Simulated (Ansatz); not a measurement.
# WSi2As4 bilayer (AB) in a perpendicular field, part 2 of 4

Wanted: the out-of-plane response of the WSi2As4 bilayer (AB). A positive field points along +c.

Ansatz 0.2.0; plane-wave DFT, PBE-D3(BJ), Ansatz PAW (the session's first sound run).

So far. Step 2 (Relaxing the slab): The lattice constant a goes from 3.630 to 3.563 Å.

## 3. Atoms held, field 0, start network

A sawtooth potential applies the field, turning back in the middle of the vacuum. With the dipole correction the typed value is the field outside the slab. The induced dipole is small, so the SCF threshold is tight.

The cell differs from the one that the last finished run ended in (c 73.610 → 40.956 Å).

File input.yaml:

```yaml
crystal:
  lattice:
    - [3.5628687929, 0.0, 0.0]
    - [-1.7814343964, 3.085534885, 0.0]
    - [0.0, 0.0, 40.9561138192]
  atoms:
    - { symbol: As, position: [0.0, 0.0, 0.2197474116] }
    - { symbol: Si, position: [0.3333333333, 0.6666666667, 0.2472853569] }
    - { symbol: As, position: [0.3333333333, 0.6666666667, 0.3044979878] }
    - { symbol: W, position: [0.0, 0.0, 0.3411877792] }
    - { symbol: As, position: [0.3333333333, 0.6666666667, 0.3778949642] }
    - { symbol: Si, position: [0.3333333333, 0.6666666667, 0.435041977] }
    - { symbol: As, position: [0.0, 0.0, 0.4625788641] }
    - { symbol: As, position: [0.3333333333, 0.6666666667, 0.5374698517] }
    - { symbol: Si, position: [0.6666666667, 0.3333333333, 0.5649579448] }
    - { symbol: As, position: [0.6666666667, 0.3333333333, 0.6221206396] }
    - { symbol: W, position: [0.3333333333, 0.6666666667, 0.6588106685] }
    - { symbol: As, position: [0.6666666667, 0.3333333333, 0.695501586] }
    - { symbol: Si, position: [0.6666666667, 0.3333333333, 0.7527142561] }
    - { symbol: As, position: [0.3333333333, 0.6666666667, 0.7802525884] }
kpoints:
  mp_grid: { grid: [18, 18, 1] }
  band_path:
    path: [[0, 0, 0], [0.5, 0, 0], [0.33333333, 0.33333333, 0], [0, 0, 0]]
    npoints: 16
hamiltonian:
  xc: pbe
  dispersion: d3bj
scf:
  occupations: { method: fermi_dirac, width: 0.05 }
  convergence: { dr2_threshold: 1.0e-10 }
efield:
  axis: 3
  dipole_correction: true
  ramp_position: 0.97
  ramp_width: 0.06
  amplitude: 0
output:
  dos: { projected: true, e_range: [-6, 5] }
  bader: true
  write_potential: true
  write_density: true
  volumetric_format: npy
  elf: true
```

Launch:

```sh
$ ansatz run input.yaml --threads 4 --pin off --max-ram 12288MiB --backend cpu --events-out ev --progress --plain --runs-dir out
```

Numbers of over 12 decimals in the logs are rounded to 6 here.

Log:

```text
[...]
Crystal: 14 atoms, lattice volume = 450.245 Å³
Basis set: ecut = 420 eV, 8675 PW (Γ)
Bands: 99, of which v1, the nominal top of the filled ones, is band 82 counted from 1 (81 counted from 0)
Symmetry: 6 space group operations
[...]
k-points: 37 of 324 (time reversal used)
[...]
SCF iter   1: F=—  HF=-62167.994649 eV  |F-HF|=—  |Δ(HF+E_count)|=         —  Δρ=5.15e-3  dr2=1.42e0  ethr=1.77e-3  p=0.002 e·Å  D=6.63e-4 V/Å  ΔV_dip=-0.03 eV  dr2_dipole=7.92e-4  V_vac-E_F(+/−)=4.75/4.78 eV  ⟨swp⟩=7.8  Hψ=15168  notcnv=0  defer=32
efield: sawtooth ramp at fractional position 0.9700 (set: `efield.ramp_position`, or a place that a band, a saddle search or an elastic batch's reference lends), width 0.0600; the density the first Hamiltonian is built on has a dipole p = 0.002 e·Å; the dipole correction subtracts the counter field D = 6.63e-4 V/Å, which shifts the + side's vacuum level by -0.03 eV against the − side's; the planar-averaged density in the ramp window peaks in size at 1.4e-5 e/Å³
[...]
SCF iter   2: F=—  HF=-62167.921393 eV  |F-HF|=—  |Δ(HF+E_count)|=   7.33e-2  Δρ=4.64e-3  dr2=5.70e-1  ethr=8.68e-4  p=-0.006 e·Å  D=-2.44e-3 V/Å  ΔV_dip=0.10 eV  dr2_dipole=8.26e-4  V_vac-E_F(+/−)=4.17/4.07 eV  ⟨swp⟩=3.0  Hψ=4874  notcnv=0  defer=294
[...]
SCF iter  16: F=-62167.867072 eV  HF=-62167.867072 eV  |F-HF|=1.96e-10  |Δ(HF+E_count)|=  2.18e-11  Δρ=6.90e-8  dr2=3.79e-11  ethr=1.00e-12  p=-0.002 e·Å  D=-8.93e-4 V/Å  ΔV_dip=0.04 eV  dr2_dipole=1.09e-11  V_vac-E_F(+/−)=4.40/4.36 eV  ⟨swp⟩=11.3  Hψ=12992  notcnv=0
SCF 1 converged in 16 iterations: F = -62167.867072 eV  dr2 = 3.79e-11
[...]
NSCF: frozen V_eff on 49 k-points
efield: sawtooth ramp at fractional position 0.9700 (kept from the solve that this one continues, or follows in the run), width 0.0600; the density the first Hamiltonian is built on has a dipole p = -0.002 e·Å; the dipole correction subtracts the counter field D = -8.93e-4 V/Å, which shifts the + side's vacuum level by +0.04 eV against the − side's; the planar-averaged density in the ramp window peaks in size at 6.4e-7 e/Å³
[...]
SCF converged after 16 iterations
Free energy (F): -62167.867072 eV
[...]
Internal energy: -62167.867017 eV  (E = F + TS)
E sigma→0 (E₀):  -62167.867045 eV
Entropy (-TS):   -0.000055 eV (-0.004 meV/atom)
Fermi energy:    5.166077 eV
Dipole field:    D = -0.000890 V/Å  (p = -0.002215 e·Å, saw-weighted, corrected)
Work function:   Φ+ = 4.3995 eV   Φ− = 4.3631 eV
Levels:          The Fermi level and band energies are counted from a zero that moves with the ramp; work functions are not
[...]
--- Band table (eV; the first three rows and the last of 37) ---
  k-point 0: bands = [... 78 lower, 4.2798, 4.2798, 4.3876, 4.8359, 7.4878, 7.5237, 7.5238, 7.5238, ... 13 higher]
  k-point 1: bands = [... 78 lower, 4.1519, 4.1927, 4.4334, 4.8048, 7.3621, 7.3974, 7.4607, 7.5501, ... 13 higher]
  k-point 2: bands = [... 78 lower, 3.9453, 3.9700, 4.4086, 4.6821, 7.0003, 7.0506, 7.0861, 7.2899, ... 13 higher]
  k-point 36: bands = [... 78 lower, 3.5916, 3.6289, 4.7378, 4.7869, 5.5359, 5.5703, 5.8442, 5.9332, ... 13 higher]
--- Bader charges: 14 sites ---
  site symbol  charge [e]  shift [e]
     0     As     -0.8055     0.0114
     1     Si      1.1029     0.0152
     2     As     -0.7199     0.0033
     3      W      0.8446     0.0010
     4     As     -0.7219     0.0036
     5     Si      1.1039     0.0155
     6     As     -0.8038     0.0114
     7     As     -0.8057     0.0116
     8     Si      1.1059     0.0157
     9     As     -0.7228     0.0035
    10      W      0.8444     0.0010
    11     As     -0.7195     0.0033
    12     Si      1.1029     0.0152
    13     As     -0.8054     0.0114
  estimated error of the sums over rays = 6.9e-4 e
```

Elapsed: 2.9 min, on 4 threads of Arm Neoverse V1, shared host; peak memory 2.6 GiB.

Numbers from this step:

```
dipole along the normal            : -0.002215 e·Å
gap along the path                 : 0.7000 eV
smallest direct gap along the path : 0.7490 eV
step between the vacuum levels     : 0.03646 eV
ionisation energy, upper face      : 4.730 eV
electron affinity, upper face      : 4.030 eV
ionisation energy, lower face      : 4.693 eV
gap, the smaller of path and mesh  : 0.7000 eV
```

The electron's electrostatic potential energy less the Fermi level oscillates, so the rows of the table below give means over windows of 4.27 Å about each position, cut where the curve ends. Its maxima inside the range that stand out by 2 % of the span (Å: eV): 11.8: -2.15, 16.1: -2.16, 20.6: 0.0773, 24.9: -2.13, 29.2: -2.12. Its minima: 9.5: -5.92, 13.9: -8.41, 18.3: -5.96, 22.6: -5.93, 27.0: -8.37, 31.4: -5.88.

Running mean over a fixed 2.7 Å (it still follows the layers) of the planar mean; the ramp of the sawtooth is left out. Table of electron's electrostatic potential energy less the Fermi level by z; means over each step:

| z (Å) | electron's electrostatic potential energy less the Fermi level (eV) |
| --- | --- |
| 5.69 | 3.90 |
| 9.96 | -3.56 |
| 14.23 | -5.76 |
| 18.50 | -3.40 |
| 22.77 | -3.54 |
| 27.04 | -5.73 |
| 31.31 | -3.24 |
| 35.58 | 4.11 |

The density of states has structure finer than the step of the table below, so its rows give means over 0.25 eV, whole bins alone (the curve runs from -6 to 2.35 eV). Peaks (eV: height): -4.950: 23.4, -2.990: 14.6, -2.530: 18.2, -2.390: 16.1, -2.250: 14.8, -1.750: 15.0, 1.330: 15.3.

Table of density of states by energy, zero at the Fermi level of the run, which the smearing sets inside the gap; means over each step:

| energy (eV) | density of states (states/eV a cell) |
| --- | --- |
| -5.75 | 5.05 |
| -5.50 | 8.51 |
| -5.25 | 8.04 |
| -5.00 | 8.98 |
| -4.75 | 7.63 |
| -4.50 | 5.79 |
| -4.25 | 6.40 |
| -4.00 | 6.14 |
| -3.75 | 7.77 |
| -3.50 | 8.85 |
| -3.25 | 8.39 |
| -3.00 | 12.2 |
| -2.75 | 11.4 |
| -2.50 | 13.6 |
| -2.25 | 11.4 |
| -2.00 | 11.6 |
| -1.75 | 11.3 |
| -1.50 | 5.13 |
| -1.25 | 7.80 |
| -1.00 | 6.75 |
| -0.75 | 3.02 |
| -0.50 | 1.33 |
| -0.25 | 0.110 |
| 0.00 | 0 |
| 0.25 | 0.0134 |
| 0.50 | 2.50 |
| 0.75 | 4.26 |
| 1.00 | 5.57 |
| 1.25 | 11.5 |
| 1.50 | 10.5 |
| 1.75 | 9.95 |
| 2.00 | 10.9 |

Projected DOS per atom over height of the atomic layer and energy from the Fermi level. Layers: As Si As W As Si As As Si As W As Si As from below.

Ten even steps from '0' (0.00 states/eV) to '9' (2.40 states/eV), each cell a mean:
```
23242222325232
22261222216222
22191211219122
11050111105011
00030100103000
00000000000000
00000000000000
00010000001000
00050000006000
10171011016101
20242133124212
31463133136413
51353133145315
42343233224324
32232243223223
21222132122212
11121122112111
11121122112111
11121111122211
11323111132311
12323222232321
00111000011100
```
Columns: height of the atomic layer (Å) from 9 to 32.0 (not evenly spaced); rows upwards: energy from the Fermi level (eV) from -5.96 to 2.32.

The electronic bands at the labelled points (eV, zero at the Fermi level of the run, which the smearing sets inside the gap):

| point | band 79 | band 80 | band 81 | band 82 | band 83 | band 84 | band 85 | band 86 |
| --- | --- | --- | --- | --- | --- | --- | --- | --- |
| Γ | -0.89 | -0.89 | -0.78 | -0.33 | 2.32 | 2.36 | 2.36 | 2.36 |
| halfway | -1.88 | -1.64 | -1.18 | -1.13 | 1.06 | 1.30 | 1.37 | 1.65 |
| M | -1.71 | -1.68 | -1.06 | -1.02 | 0.81 | 0.90 | 1.07 | 1.11 |
| halfway | -1.94 | -1.78 | -0.89 | -0.85 | 0.64 | 0.72 | 1.03 | 1.09 |
| K | -1.57 | -1.54 | -0.43 | -0.38 | 0.37 | 0.40 | 0.68 | 0.77 |
| halfway | -1.79 | -1.63 | -1.20 | -1.16 | 1.31 | 1.40 | 1.56 | 1.62 |
| Γ | -0.89 | -0.89 | -0.78 | -0.33 | 2.32 | 2.36 | 2.36 | 2.36 |

Electrostatic potential energy in the ca plane at fractional y = 0.667, with atoms of Si and As and W within 0.2 Å of it. With pseudopotentials it is smooth inside the atoms' cores, unlike the true potential.

Ten even steps from '0' (-43 eV) to '9' (10 eV), each cell a mean:
```
99999999988889999999998777899999999988889999
99999999987789999999998767899999999987789999
99999999988888899999988878899999998888889999
99999999999876688986678888876689876678999999
99999999998730147767866898668768741137999998
99999999998500017769985898699967610016899998
99999999998610027769986898689867720026899998
99999999999853468866667888766678863368999999
99999999998888889988888888888899988888899999
```
Columns run along c (16.0 Å, from fractional 0.13 to 0.52 of the cell; values clipped at the 3rd and 97th percentile), rows up along a (3.6 Å). Atoms in or near the plane, at fractional coordinates: Si at (0.25, 0.33), As at (0.30, 0.33), As at (0.38, 0.33), Si at (0.44, 0.33).

ELF in the ca plane at fractional y = 0.667, with atoms of Si and As and W within 0.2 Å of it. It is the smooth field of the valence electrons, not physical close to the nuclei.

Ten even steps from '0' (0.00) to '9' (0.88), each cell a mean:
```
00000000000000014677666653101344212223442101
00000000000000024787665542000122112212321001
00000000000000013566667764223466422235664222
00000000000000000234578976666677752357776666
00000000000000000001357545897545653356446798
00000000000000000000243345997322542354224899
00000000000000000001244335997423552355225899
00000000000000000012468866777666753367666777
00000000000000001355678875434677632246775434
```
Columns run along c (16.0 Å, from fractional 0.04 to 0.43 of the cell), rows up along a (3.6 Å). Atoms in or near the plane, at fractional coordinates: Si at (0.25, 0.33), As at (0.30, 0.33), As at (0.38, 0.33).

Valence density in the ca plane at fractional y = 0.667, with atoms of Si and As and W within 0.2 Å of it. It is the smooth field of the valence electrons, not physical close to the nuclei.

Values in units of 1e0 e/Å³, 5 rows by 16 columns, each cell a mean:
```
0.3 0.2 0.0 0.1 0.3 0.2 0.2 0.4 0.2 0.3 0.3 0.2 0.2 0.2 0.1 0.0
0.3 0.2 0.1 0.2 0.4 0.2 0.1 0.3 0.4 0.4 0.3 0.1 0.2 0.4 0.2 0.0
0.3 0.1 0.1 4.3 3.0 0.1 0.1 0.3 2.8 2.2 0.2 0.1 0.2 4.7 2.6 0.1
0.3 0.1 0.2 8.8 6.1 0.1 0.1 0.3 3.6 2.9 0.2 0.0 0.2 9.7 5.2 0.1
0.4 0.1 0.1 0.6 0.6 0.2 0.1 0.3 0.9 0.7 0.2 0.1 0.2 0.7 0.4 0.0
```
Columns run along c (16.0 Å, from fractional 0.45 to 0.84 of the cell), rows up along a (3.6 Å). Atoms in or near the plane, at fractional coordinates: As at (0.54, 0.33), W at (0.66, 0.33), As at (0.78, 0.33).

The gap is 0.70 eV, with the valence edge 4.73 eV and the conduction edge 4.03 eV under the upper vacuum level. Spin-orbit coupling, left out in this run, matters for the bands of elements this heavy.

## 4. Single point, field 0.1 V/Å

Changes to input.yaml since step 3:

```diff
@@ -36,6 +36,4 @@
   ramp_width: 0.06
-  amplitude: 0
+  amplitude: 0.1
 output:
-  dos: { projected: true, e_range: [-6, 5] }
-  bader: true
   write_potential: true
@@ -43,2 +41 @@
   volumetric_format: npy
-  elf: true
```

Log:

```text
[...]
Crystal: 14 atoms, lattice volume = 450.245 Å³
Basis set: ecut = 420 eV, 8675 PW (Γ)
Bands: 99, of which v1, the nominal top of the filled ones, is band 82 counted from 1 (81 counted from 0)
Symmetry: 6 space group operations
[...]
k-points: 37 of 324 (time reversal used)
[...]
k-point 0: bands = [... 78 lower, 4.3424, 4.3424, 4.3839, 4.8427, 7.4312, 7.4760, 7.4760, 7.4849, ... 13 higher]
  k-point 1: bands = [... 78 lower, 4.1521, 4.2526, 4.4279, 4.8134, 7.3070, 7.4095, 7.4648, 7.5676, ... 13 higher]
  k-point 2: bands = [... 78 lower, 3.9627, 4.0243, 4.3985, 4.6947, 6.9760, 6.9946, 7.1539, 7.2993, ... 13 higher]
  k-point 36: bands = [... 78 lower, 3.5363, 3.6848, 4.6864, 4.8377, 5.4843, 5.6207, 5.8764, 5.8814, ... 13 higher]
[key lines of the parts left out:]
SCF converged after 18 iterations
Free energy (F): -62167.874124 eV
Fermi energy:    5.159747 eV
Dipole field:    D = 0.057585 V/Å  (p = 0.143283 e·Å, saw-weighted, corrected)
```

Run time: 2.3 min. Hardware: 4 threads; peak memory 2.2 GiB.

The dipole is 0.143 e·Å, 0.145 e·Å from its value without field, and the gap 0.642 eV.

## 5. Atoms held, field -0.1 V/Å

Changes to input.yaml since step 4:

```diff
@@ -36,3 +36,3 @@
   ramp_width: 0.06
-  amplitude: 0.1
+  amplitude: -0.1
 output:
```

Log:

```text
[...]
Crystal: 14 atoms, lattice volume = 450.245 Å³
Basis set: ecut = 420 eV, 8675 PW (Γ)
Bands: 99, of which v1, the nominal top of the filled ones, is band 82 counted from 1 (81 counted from 0)
Symmetry: 6 space group operations
[...]
k-points: 37 of 324 (time reversal used)
[...]
k-point 0: bands = [... 78 lower, 4.3073, 4.3073, 4.3873, 4.8370, 7.4675, 7.5112, 7.5112, 7.5142, ... 13 higher]
  k-point 1: bands = [... 78 lower, 4.1474, 4.2180, 4.4336, 4.8058, 7.3426, 7.4051, 7.4592, 7.5606, ... 13 higher]
  k-point 2: bands = [... 78 lower, 3.9463, 3.9909, 4.4085, 4.6832, 6.9996, 7.0157, 7.1191, 7.2905, ... 13 higher]
  k-point 36: bands = [... 78 lower, 3.5735, 3.6478, 4.7352, 4.7886, 5.5187, 5.5869, 5.8057, 5.9844, ... 13 higher]
[key lines of the parts left out:]
SCF converged after 18 iterations
Free energy (F): -62167.874568 eV
Fermi energy:    5.160608 eV
Dipole field:    D = -0.059363 V/Å  (p = -0.147707 e·Å, saw-weighted, corrected)
```

Wall time 2.3 min (4 threads); peak memory 2.2 GiB.

The dipole is -0.148 e·Å, -0.145 e·Å from its value without field, and the gap 0.682 eV.

## 6. Atoms held, field 0.5 V/Å

Changes to input.yaml since step 5:

```diff
@@ -34,5 +34,5 @@
   dipole_correction: true
-  ramp_position: 0.97
-  ramp_width: 0.06
-  amplitude: -0.1
+  ramp_position: 0.933
+  ramp_width: 0.134
+  amplitude: 0.5
 output:
```

Log:

```text
[...]
Crystal: 14 atoms, lattice volume = 450.245 Å³
Basis set: ecut = 420 eV, 8675 PW (Γ)
Bands: 99, of which v1, the nominal top of the filled ones, is band 82 counted from 1 (81 counted from 0)
Symmetry: 6 space group operations
[...]
k-points: 37 of 324 (time reversal used)
[...]
k-point 0: bands = [... 78 lower, 4.3542, 4.6093, 4.6093, 4.9212, 7.0752, 7.2655, 7.2655, 7.3523, ... 13 higher]
  k-point 1: bands = [... 78 lower, 4.2578, 4.4040, 4.5165, 4.9053, 7.0174, 7.2299, 7.3551, 7.4002, ... 13 higher]
  k-point 2: bands = [... 78 lower, 4.0572, 4.2806, 4.3368, 4.8095, 6.6851, 6.9020, 7.3314, 7.4354, ... 13 higher]
  k-point 36: bands = [... 78 lower, 3.3375, 3.8967, 4.4926, 5.0139, 5.2913, 5.6742, 5.8025, 5.8917, ... 13 higher]
[key lines of the parts left out:]
SCF converged after 24 iterations
Free energy (F): -62168.048142 eV
Fermi energy:    5.134279 eV
Dipole field:    D = 0.292631 V/Å  (p = 0.728128 e·Å, saw-weighted, corrected)
```

Wall time 2.8 min (4 threads); peak memory 2.3 GiB.

The dipole is 0.728 e·Å, 0.730 e·Å from its value without field, and the gap 0.277 eV.

## 7. Single point, field -0.3 V/Å

Changes to input.yaml since step 6:

```diff
@@ -34,6 +34,8 @@
   dipole_correction: true
-  ramp_position: 0.933
-  ramp_width: 0.134
-  amplitude: 0.5
+  ramp_position: 0.97
+  ramp_width: 0.06
+  amplitude: -0.3
 output:
+  dos: { projected: true, e_range: [-6, 5] }
+  bader: true
   write_potential: true
@@ -41 +43,2 @@
   volumetric_format: npy
+  elf: true
```

Log:

```text
[...]
Crystal: 14 atoms, lattice volume = 450.245 Å³
Basis set: ecut = 420 eV, 8675 PW (Γ)
Bands: 99, of which v1, the nominal top of the filled ones, is band 82 counted from 1 (81 counted from 0)
Symmetry: 6 space group operations
[...]
k-points: 37 of 324 (time reversal used)
[...]
2     As     -0.7239     0.0036
     3      W      0.8446     0.0010
     4     As     -0.7182     0.0033
     5     Si      1.1063     0.0155
     6     As     -0.8188     0.0117
     7     As     -0.7905     0.0113
     8     Si      1.1027     0.0158
     9     As     -0.7260     0.0039
    10      W      0.8444     0.0010
    11     As     -0.7154     0.0030
    12     Si      1.1056     0.0152
    13     As     -0.8304     0.0117
  estimated error of the sums over rays = 6.7e-4 e
[key lines of the parts left out:]
SCF converged after 20 iterations
Free energy (F): -62167.933218 eV
Fermi energy:    5.139478 eV
Dipole field:    D = -0.176389 V/Å  (p = -0.438892 e·Å, saw-weighted, corrected)
```

Run time: 3.2 min. Hardware: 4 threads; peak memory 2.5 GiB; 13 min of CPU time.

The dipole is -0.439 e·Å, -0.437 e·Å from its value without field, and the gap 0.528 eV.

[end of part 2 of 4]

[Logs are printed without paths, hosts, clocks, repeated set-up lines and the standing remarks that a program may print on its own settings, such as how far it seeks lower states.]

[Hosts, paths, dates, database ids (printed as entryN), source tags and the programs' standing remarks are cut or masked in the printed files.]

[Maps of the electrostatic potential energy from Ansatz leave out the sawtooth potential of an applied field or a dipole correction, so their vacuum need not be flat; planar profiles and work functions include it.]

[The density of states shown here was stored with 400 of the rows of the run's finer table, so its peaks can read low, often by over a quarter, or be missed, and its means over a window can be off by a tenth or more.]
